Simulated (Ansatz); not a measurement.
# MgSe: vibrational free energy, entropy and heat capacity

The calculation used DFT PBE, scalar-relativistic, plane waves, PAW (Ansatz 0.2.0). Plane waves to 420 eV; Γ-centred k mesh 8×8×8; fixed occupations. No spin polarisation. Phonons by linear response, acoustic sum rule imposed.

Equilibrium structure at this level:
```
Mg Se
1.0
     0.00000    2.75407    2.75407
     2.75407    0.00000    2.75407
     2.75407    2.75407    0.00000
Mg Se
1 1
Cartesian
  0.0000 0.0000 0.0000
  2.7541 2.7541 2.7541
```

It was relaxed at this level from a cell as deposited in COD. The run warned that its linear response isn't converged on this k mesh, so dielectric tensors, Born charges and infrared intensities are rough, and the frequencies may be too.

Force constants from linear response on a 4×4×4 q mesh, interpolated to a fine mesh.

Phonon density of states, in bins of 5 cm⁻¹:
```json
{"bin centre (cm⁻¹)": "2.5", "share of modes (%)": "0.0"}
{"bin centre (cm⁻¹)": "7.5", "share of modes (%)": "0.0"}
{"bin centre (cm⁻¹)": "12.5", "share of modes (%)": "0.0"}
{"bin centre (cm⁻¹)": "17.5", "share of modes (%)": "0.0"}
{"bin centre (cm⁻¹)": "22.5", "share of modes (%)": "0.0"}
{"bin centre (cm⁻¹)": "27.5", "share of modes (%)": "0.1"}
{"bin centre (cm⁻¹)": "32.5", "share of modes (%)": "0.1"}
{"bin centre (cm⁻¹)": "37.5", "share of modes (%)": "0.1"}
{"bin centre (cm⁻¹)": "42.5", "share of modes (%)": "0.2"}
{"bin centre (cm⁻¹)": "47.5", "share of modes (%)": "0.2"}
{"bin centre (cm⁻¹)": "52.5", "share of modes (%)": "0.3"}
{"bin centre (cm⁻¹)": "57.5", "share of modes (%)": "0.4"}
{"bin centre (cm⁻¹)": "62.5", "share of modes (%)": "0.6"}
{"bin centre (cm⁻¹)": "67.5", "share of modes (%)": "0.8"}
{"bin centre (cm⁻¹)": "72.5", "share of modes (%)": "1.1"}
{"bin centre (cm⁻¹)": "77.5", "share of modes (%)": "1.9"}
{"bin centre (cm⁻¹)": "82.5", "share of modes (%)": "2.6"}
{"bin centre (cm⁻¹)": "87.5", "share of modes (%)": "3.0"}
{"bin centre (cm⁻¹)": "92.5", "share of modes (%)": "4.0"}
{"bin centre (cm⁻¹)": "97.5", "share of modes (%)": "4.8"}
{"bin centre (cm⁻¹)": "102.5", "share of modes (%)": "4.3"}
{"bin centre (cm⁻¹)": "107.5", "share of modes (%)": "2.9"}
{"bin centre (cm⁻¹)": "112.5", "share of modes (%)": "2.6"}
{"bin centre (cm⁻¹)": "117.5", "share of modes (%)": "3.8"}
{"bin centre (cm⁻¹)": "122.5", "share of modes (%)": "2.3"}
{"bin centre (cm⁻¹)": "127.5", "share of modes (%)": "1.4"}
{"bin centre (cm⁻¹)": "132.5", "share of modes (%)": "2.3"}
{"bin centre (cm⁻¹)": "137.5", "share of modes (%)": "3.3"}
{"bin centre (cm⁻¹)": "142.5", "share of modes (%)": "2.7"}
{"bin centre (cm⁻¹)": "147.5", "share of modes (%)": "2.1"}
{"bin centre (cm⁻¹)": "152.5", "share of modes (%)": "1.6"}
{"bin centre (cm⁻¹)": "157.5", "share of modes (%)": "0.5"}
{"bin centre (cm⁻¹)": "162.5", "share of modes (%)": "0.2"}
{"bin centre (cm⁻¹)": "167.5", "share of modes (%)": "1.3"}
{"bin centre (cm⁻¹)": "172.5", "share of modes (%)": "2.7"}
{"bin centre (cm⁻¹)": "177.5", "share of modes (%)": "7.8"}
{"bin centre (cm⁻¹)": "182.5", "share of modes (%)": "7.0"}
{"bin centre (cm⁻¹)": "187.5", "share of modes (%)": "6.1"}
{"bin centre (cm⁻¹)": "192.5", "share of modes (%)": "4.3"}
{"bin centre (cm⁻¹)": "197.5", "share of modes (%)": "4.0"}
{"bin centre (cm⁻¹)": "202.5", "share of modes (%)": "1.8"}
{"bin centre (cm⁻¹)": "207.5", "share of modes (%)": "0.9"}
{"bin centre (cm⁻¹)": "212.5", "share of modes (%)": "0.8"}
{"bin centre (cm⁻¹)": "217.5", "share of modes (%)": "0.7"}
{"bin centre (cm⁻¹)": "222.5", "share of modes (%)": "0.7"}
{"bin centre (cm⁻¹)": "227.5", "share of modes (%)": "0.7"}
{"bin centre (cm⁻¹)": "232.5", "share of modes (%)": "0.7"}
{"bin centre (cm⁻¹)": "237.5", "share of modes (%)": "0.7"}
{"bin centre (cm⁻¹)": "242.5", "share of modes (%)": "0.6"}
{"bin centre (cm⁻¹)": "247.5", "share of modes (%)": "0.6"}
{"bin centre (cm⁻¹)": "252.5", "share of modes (%)": "0.6"}
{"bin centre (cm⁻¹)": "257.5", "share of modes (%)": "0.6"}
{"bin centre (cm⁻¹)": "262.5", "share of modes (%)": "0.6"}
{"bin centre (cm⁻¹)": "267.5", "share of modes (%)": "0.7"}
{"bin centre (cm⁻¹)": "272.5", "share of modes (%)": "0.7"}
{"bin centre (cm⁻¹)": "277.5", "share of modes (%)": "0.7"}
{"bin centre (cm⁻¹)": "282.5", "share of modes (%)": "0.7"}
{"bin centre (cm⁻¹)": "287.5", "share of modes (%)": "0.8"}
{"bin centre (cm⁻¹)": "292.5", "share of modes (%)": "0.8"}
{"bin centre (cm⁻¹)": "297.5", "share of modes (%)": "0.9"}
{"bin centre (cm⁻¹)": "302.5", "share of modes (%)": "0.6"}
{"bin centre (cm⁻¹)": "307.5", "share of modes (%)": "0.4"}
{"bin centre (cm⁻¹)": "312.5", "share of modes (%)": "0.3"}
{"bin centre (cm⁻¹)": "317.5", "share of modes (%)": "0.1"}
{"bin centre (cm⁻¹)": "322.5", "share of modes (%)": "0.0"}
```

Problem. How much zero-point energy does an atom carry?

Solution. 29.3 meV.

Problem. How large are the vibrational entropy and heat capacity at 300 K?

Solution. S = 4.14 k_B and C_V = 2.84 k_B per atom, 95 % of the Dulong–Petit value.

Problem. Tabulate them against temperature.

Solution.
```csv
T (K),F_vib (meV/atom),S (k_B/atom),C_V (k_B/atom)
100,25.1,1.37,1.99
200,5.7,3.02,2.67
300,-25.4,4.14,2.84
400,-64.8,4.97,2.91
500,-110.6,5.62,2.94
600,-161.4,6.16,2.96
700,-216.6,6.62,2.97
800,-275.4,7.02,2.98
900,-337.4,7.37,2.98
1000,-402.2,7.68,2.99
```
